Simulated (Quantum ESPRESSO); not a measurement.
Here is a Quantum ESPRESSO 7.5 calculation.

The input pw.in:

```
&CONTROL
  calculation = 'scf'
  prefix = 'pwscf'
  outdir = './tmp'
  pseudo_dir = './pseudo'
  tprnfor = .true.
  tstress = .true.
  disk_io = 'low'
/
&SYSTEM
  ibrav = 0
  nat = 2
  ntyp = 2
  ecutwfc = 44
  nbnd = 14
  occupations = 'smearing'
  smearing = 'fd'
  degauss = 0.00367493
/
&ELECTRONS
  conv_thr = 4d-10
  electron_maxstep = 120
  mixing_beta = 0.5
/
ATOMIC_SPECIES
Rb    85.4678 Rb.upf
Br    79.9040 Br.upf
CELL_PARAMETERS angstrom
   0.0000000000    3.4270000000    3.4270000000
   3.4270000000    0.0000000000    3.4270000000
   3.4270000000    3.4270000000    0.0000000000
ATOMIC_POSITIONS crystal
Rb     0.0000000000    0.0000000000    0.0000000000
Br     0.5000000000    0.5000000000    0.5000000000
K_POINTS automatic
4 4 4 0 0 0
```

Contents of nscf.in:

```
&CONTROL
  calculation = 'nscf'
  prefix = 'pwscf'
  outdir = './tmp'
  pseudo_dir = './pseudo'
  disk_io = 'low'
/
&SYSTEM
  ibrav = 0
  nat = 2
  ntyp = 2
  ecutwfc = 44
  nbnd = 10
  occupations = 'smearing'
  smearing = 'fd'
  degauss = 0.00367493
  nosym = .true.
  noinv = .true.
/
&ELECTRONS
  conv_thr = 1d-09
  electron_maxstep = 120
  mixing_beta = 0.5
  diago_full_acc = .true.
/
ATOMIC_SPECIES
Rb    85.4678 Rb.upf
Br    79.9040 Br.upf
CELL_PARAMETERS angstrom
   0.0000000000    3.4270000000    3.4270000000
   3.4270000000    0.0000000000    3.4270000000
   3.4270000000    3.4270000000    0.0000000000
ATOMIC_POSITIONS crystal
Rb     0.0000000000    0.0000000000    0.0000000000
Br     0.5000000000    0.5000000000    0.5000000000
K_POINTS crystal
64
  0.00000000   0.00000000   0.00000000 1.56250000e-02
  0.00000000   0.00000000   0.25000000 1.56250000e-02
  0.00000000   0.00000000   0.50000000 1.56250000e-02
  0.00000000   0.00000000   0.75000000 1.56250000e-02
  0.00000000   0.25000000   0.00000000 1.56250000e-02
  0.00000000   0.25000000   0.25000000 1.56250000e-02
  0.00000000   0.25000000   0.50000000 1.56250000e-02
  0.00000000   0.25000000   0.75000000 1.56250000e-02
  0.00000000   0.50000000   0.00000000 1.56250000e-02
  0.00000000   0.50000000   0.25000000 1.56250000e-02
  0.00000000   0.50000000   0.50000000 1.56250000e-02
  0.00000000   0.50000000   0.75000000 1.56250000e-02
  0.00000000   0.75000000   0.00000000 1.56250000e-02
  0.00000000   0.75000000   0.25000000 1.56250000e-02
  0.00000000   0.75000000   0.50000000 1.56250000e-02
  0.00000000   0.75000000   0.75000000 1.56250000e-02
  0.25000000   0.00000000   0.00000000 1.56250000e-02
  0.25000000   0.00000000   0.25000000 1.56250000e-02
  0.25000000   0.00000000   0.50000000 1.56250000e-02
  0.25000000   0.00000000   0.75000000 1.56250000e-02
  0.25000000   0.25000000   0.00000000 1.56250000e-02
  0.25000000   0.25000000   0.25000000 1.56250000e-02
  0.25000000   0.25000000   0.50000000 1.56250000e-02
  0.25000000   0.25000000   0.75000000 1.56250000e-02
  0.25000000   0.50000000   0.00000000 1.56250000e-02
  0.25000000   0.50000000   0.25000000 1.56250000e-02
  0.25000000   0.50000000   0.50000000 1.56250000e-02
  0.25000000   0.50000000   0.75000000 1.56250000e-02
  0.25000000   0.75000000   0.00000000 1.56250000e-02
  0.25000000   0.75000000   0.25000000 1.56250000e-02
  0.25000000   0.75000000   0.50000000 1.56250000e-02
  0.25000000   0.75000000   0.75000000 1.56250000e-02
  0.50000000   0.00000000   0.00000000 1.56250000e-02
  0.50000000   0.00000000   0.25000000 1.56250000e-02
  0.50000000   0.00000000   0.50000000 1.56250000e-02
  0.50000000   0.00000000   0.75000000 1.56250000e-02
  0.50000000   0.25000000   0.00000000 1.56250000e-02
  0.50000000   0.25000000   0.25000000 1.56250000e-02
  0.50000000   0.25000000   0.50000000 1.56250000e-02
  0.50000000   0.25000000   0.75000000 1.56250000e-02
  0.50000000   0.50000000   0.00000000 1.56250000e-02
  0.50000000   0.50000000   0.25000000 1.56250000e-02
  0.50000000   0.50000000   0.50000000 1.56250000e-02
  0.50000000   0.50000000   0.75000000 1.56250000e-02
  0.50000000   0.75000000   0.00000000 1.56250000e-02
  0.50000000   0.75000000   0.25000000 1.56250000e-02
  0.50000000   0.75000000   0.50000000 1.56250000e-02
  0.50000000   0.75000000   0.75000000 1.56250000e-02
  0.75000000   0.00000000   0.00000000 1.56250000e-02
  0.75000000   0.00000000   0.25000000 1.56250000e-02
  0.75000000   0.00000000   0.50000000 1.56250000e-02
  0.75000000   0.00000000   0.75000000 1.56250000e-02
  0.75000000   0.25000000   0.00000000 1.56250000e-02
  0.75000000   0.25000000   0.25000000 1.56250000e-02
  0.75000000   0.25000000   0.50000000 1.56250000e-02
  0.75000000   0.25000000   0.75000000 1.56250000e-02
  0.75000000   0.50000000   0.00000000 1.56250000e-02
  0.75000000   0.50000000   0.25000000 1.56250000e-02
  0.75000000   0.50000000   0.50000000 1.56250000e-02
  0.75000000   0.50000000   0.75000000 1.56250000e-02
  0.75000000   0.75000000   0.00000000 1.56250000e-02
  0.75000000   0.75000000   0.25000000 1.56250000e-02
  0.75000000   0.75000000   0.50000000 1.56250000e-02
  0.75000000   0.75000000   0.75000000 1.56250000e-02
```

File pw2wan.in:

```
&INPUTPP
  prefix = 'pwscf'
  outdir = './tmp'
  seedname = 'w'
  write_mmn = .true.
  write_amn = .true.
  scdm_proj = .true.
  scdm_entanglement = 'isolated'
/
```

The input bands.in:

```
&CONTROL
  calculation = 'bands'
  prefix = 'pwscf'
  outdir = './tmp'
  pseudo_dir = './pseudo'
  disk_io = 'low'
/
&SYSTEM
  ibrav = 0
  nat = 2
  ntyp = 2
  ecutwfc = 44
  nbnd = 10
  occupations = 'smearing'
  smearing = 'fd'
  degauss = 0.00367493
/
&ELECTRONS
  conv_thr = 1d-08
  electron_maxstep = 120
  mixing_beta = 0.5
  diago_full_acc = .true.
/
ATOMIC_SPECIES
Rb    85.4678 Rb.upf
Br    79.9040 Br.upf
CELL_PARAMETERS angstrom
   0.0000000000    3.4270000000    3.4270000000
   3.4270000000    0.0000000000    3.4270000000
   3.4270000000    3.4270000000    0.0000000000
ATOMIC_POSITIONS crystal
Rb     0.0000000000    0.0000000000    0.0000000000
Br     0.5000000000    0.5000000000    0.5000000000
K_POINTS crystal
77
  0.00000000   0.00000000   0.00000000 1
  0.04166700   0.00000000   0.04166700 1
  0.08333300   0.00000000   0.08333300 1
  0.12500000   0.00000000   0.12500000 1
  0.16666700   0.00000000   0.16666700 1
  0.20833300   0.00000000   0.20833300 1
  0.25000000   0.00000000   0.25000000 1
  0.29166700   0.00000000   0.29166700 1
  0.33333300   0.00000000   0.33333300 1
  0.37500000   0.00000000   0.37500000 1
  0.41666700   0.00000000   0.41666700 1
  0.45833300   0.00000000   0.45833300 1
  0.50000000   0.00000000   0.50000000 1
  0.50000000   0.04166700   0.54166700 1
  0.50000000   0.08333300   0.58333300 1
  0.50000000   0.12500000   0.62500000 1
  0.50000000   0.16666700   0.66666700 1
  0.50000000   0.20833300   0.70833300 1
  0.50000000   0.25000000   0.75000000 1
  0.46875000   0.28125000   0.75000000 1
  0.43750000   0.31250000   0.75000000 1
  0.40625000   0.34375000   0.75000000 1
  0.37500000   0.37500000   0.75000000 1
  0.34615400   0.34615400   0.69230800 1
  0.31730800   0.31730800   0.63461500 1
  0.28846200   0.28846200   0.57692300 1
  0.25961500   0.25961500   0.51923100 1
  0.23076900   0.23076900   0.46153800 1
  0.20192300   0.20192300   0.40384600 1
  0.17307700   0.17307700   0.34615400 1
  0.14423100   0.14423100   0.28846200 1
  0.11538500   0.11538500   0.23076900 1
  0.08653800   0.08653800   0.17307700 1
  0.05769200   0.05769200   0.11538500 1
  0.02884600   0.02884600   0.05769200 1
  0.00000000   0.00000000   0.00000000 1
  0.05000000   0.05000000   0.05000000 1
  0.10000000   0.10000000   0.10000000 1
  0.15000000   0.15000000   0.15000000 1
  0.20000000   0.20000000   0.20000000 1
  0.25000000   0.25000000   0.25000000 1
  0.30000000   0.30000000   0.30000000 1
  0.35000000   0.35000000   0.35000000 1
  0.40000000   0.40000000   0.40000000 1
  0.45000000   0.45000000   0.45000000 1
  0.50000000   0.50000000   0.50000000 1
  0.51785700   0.46428600   0.51785700 1
  0.53571400   0.42857100   0.53571400 1
  0.55357100   0.39285700   0.55357100 1
  0.57142900   0.35714300   0.57142900 1
  0.58928600   0.32142900   0.58928600 1
  0.60714300   0.28571400   0.60714300 1
  0.62500000   0.25000000   0.62500000 1
  0.59375000   0.25000000   0.65625000 1
  0.56250000   0.25000000   0.68750000 1
  0.53125000   0.25000000   0.71875000 1
  0.50000000   0.25000000   0.75000000 1
  0.50000000   0.28125000   0.71875000 1
  0.50000000   0.31250000   0.68750000 1
  0.50000000   0.34375000   0.65625000 1
  0.50000000   0.37500000   0.62500000 1
  0.50000000   0.40625000   0.59375000 1
  0.50000000   0.43750000   0.56250000 1
  0.50000000   0.46875000   0.53125000 1
  0.50000000   0.50000000   0.50000000 1
  0.48214300   0.48214300   0.53571400 1
  0.46428600   0.46428600   0.57142900 1
  0.44642900   0.44642900   0.60714300 1
  0.42857100   0.42857100   0.64285700 1
  0.41071400   0.41071400   0.67857100 1
  0.39285700   0.39285700   0.71428600 1
  0.37500000   0.37500000   0.75000000 1
  0.62500000   0.25000000   0.62500000 1
  0.59375000   0.18750000   0.59375000 1
  0.56250000   0.12500000   0.56250000 1
  0.53125000   0.06250000   0.53125000 1
  0.50000000   0.00000000   0.50000000 1
```

File w.win:

```
num_wann = 8
num_bands = 8
auto_projections = true
num_iter = 400
conv_tol = 1.0d-9
conv_window = 4
num_print_cycles = 40
fermi_energy = 2.9504
bands_plot = true
write_hr = true
mp_grid = 4 4 4
exclude_bands = 9-10
begin unit_cell_cart
ang
  0.0000000000   3.4270000000   3.4270000000
  3.4270000000   0.0000000000   3.4270000000
  3.4270000000   3.4270000000   0.0000000000
end unit_cell_cart
begin atoms_frac
Rb   0.0000000000   0.0000000000   0.0000000000
Br   0.5000000000   0.5000000000   0.5000000000
end atoms_frac
begin kpoint_path
G   0.0000000000   0.0000000000   0.0000000000  X   0.5000000000   0.0000000000   0.5000000000
X   0.5000000000   0.0000000000   0.5000000000  W   0.5000000000   0.2500000000   0.7500000000
W   0.5000000000   0.2500000000   0.7500000000  K   0.3750000000   0.3750000000   0.7500000000
K   0.3750000000   0.3750000000   0.7500000000  G   0.0000000000   0.0000000000   0.0000000000
G   0.0000000000   0.0000000000   0.0000000000  L   0.5000000000   0.5000000000   0.5000000000
L   0.5000000000   0.5000000000   0.5000000000  U   0.6250000000   0.2500000000   0.6250000000
U   0.6250000000   0.2500000000   0.6250000000  W   0.5000000000   0.2500000000   0.7500000000
W   0.5000000000   0.2500000000   0.7500000000  L   0.5000000000   0.5000000000   0.5000000000
L   0.5000000000   0.5000000000   0.5000000000  K   0.3750000000   0.3750000000   0.7500000000
U   0.6250000000   0.2500000000   0.6250000000  X   0.5000000000   0.0000000000   0.5000000000
end kpoint_path
bands_num_points = 12
begin kpoints
  0.00000000   0.00000000   0.00000000
  0.00000000   0.00000000   0.25000000
  0.00000000   0.00000000   0.50000000
  0.00000000   0.00000000   0.75000000
  0.00000000   0.25000000   0.00000000
  0.00000000   0.25000000   0.25000000
  0.00000000   0.25000000   0.50000000
  0.00000000   0.25000000   0.75000000
  0.00000000   0.50000000   0.00000000
  0.00000000   0.50000000   0.25000000
  0.00000000   0.50000000   0.50000000
  0.00000000   0.50000000   0.75000000
  0.00000000   0.75000000   0.00000000
  0.00000000   0.75000000   0.25000000
  0.00000000   0.75000000   0.50000000
  0.00000000   0.75000000   0.75000000
  0.25000000   0.00000000   0.00000000
  0.25000000   0.00000000   0.25000000
  0.25000000   0.00000000   0.50000000
  0.25000000   0.00000000   0.75000000
  0.25000000   0.25000000   0.00000000
  0.25000000   0.25000000   0.25000000
  0.25000000   0.25000000   0.50000000
  0.25000000   0.25000000   0.75000000
  0.25000000   0.50000000   0.00000000
  0.25000000   0.50000000   0.25000000
  0.25000000   0.50000000   0.50000000
  0.25000000   0.50000000   0.75000000
  0.25000000   0.75000000   0.00000000
  0.25000000   0.75000000   0.25000000
  0.25000000   0.75000000   0.50000000
  0.25000000   0.75000000   0.75000000
  0.50000000   0.00000000   0.00000000
  0.50000000   0.00000000   0.25000000
  0.50000000   0.00000000   0.50000000
  0.50000000   0.00000000   0.75000000
  0.50000000   0.25000000   0.00000000
  0.50000000   0.25000000   0.25000000
  0.50000000   0.25000000   0.50000000
  0.50000000   0.25000000   0.75000000
  0.50000000   0.50000000   0.00000000
  0.50000000   0.50000000   0.25000000
  0.50000000   0.50000000   0.50000000
  0.50000000   0.50000000   0.75000000
  0.50000000   0.75000000   0.00000000
  0.50000000   0.75000000   0.25000000
  0.50000000   0.75000000   0.50000000
  0.50000000   0.75000000   0.75000000
  0.75000000   0.00000000   0.00000000
  0.75000000   0.00000000   0.25000000
  0.75000000   0.00000000   0.50000000
  0.75000000   0.00000000   0.75000000
  0.75000000   0.25000000   0.00000000
  0.75000000   0.25000000   0.25000000
  0.75000000   0.25000000   0.50000000
  0.75000000   0.25000000   0.75000000
  0.75000000   0.50000000   0.00000000
  0.75000000   0.50000000   0.25000000
  0.75000000   0.50000000   0.50000000
  0.75000000   0.50000000   0.75000000
  0.75000000   0.75000000   0.00000000
  0.75000000   0.75000000   0.25000000
  0.75000000   0.75000000   0.50000000
  0.75000000   0.75000000   0.75000000
end kpoints
```

Potentials or basis: PseudoDojo 0.4.1 SR LDA standard.

The run is started by

```bash
$ OMP_NUM_THREADS=1 pw.x -in pw.in > pw.out
$ OMP_NUM_THREADS=1 pw.x -in nscf.in > nscf.out
$ wannier90.x -pp w
$ OMP_NUM_THREADS=1 pw2wannier90.x -in pw2wan.in > pw2wan.out
$ wannier90.x w
$ OMP_NUM_THREADS=1 pw.x -in bands.in > bands.out
```

Problem. Estimate the total Wannier spread.

Solution. 8.09 Å² over 8 functions.

Problem. What does it give for the RMS miss of the Wannier bands?

Solution. 0.002 eV.

Problem. Predict the band gap on the k mesh.

Solution. 3.95 eV, direct.

Problem. Estimate the band gap along the path.

Solution. 3.95 eV, direct.

Wannier functions:
```tsv
function	nearest atom	distance (Å)	spread (Å²)	on-site energy from the reference level (eV)
1	1 Rb	0.41	0.73	-14.35
2	1 Rb	0.41	0.73	-14.36
3	1 Rb	0.41	0.73	-14.36
4	1 Rb	0.41	0.73	-14.35
5	2 Br	0.49	1.29	-5.44
6	2 Br	0.49	1.29	-5.41
7	2 Br	0.49	1.30	-5.35
8	2 Br	0.49	1.29	-5.44
```

Caveat: the Wannier minimisation didn't converge.
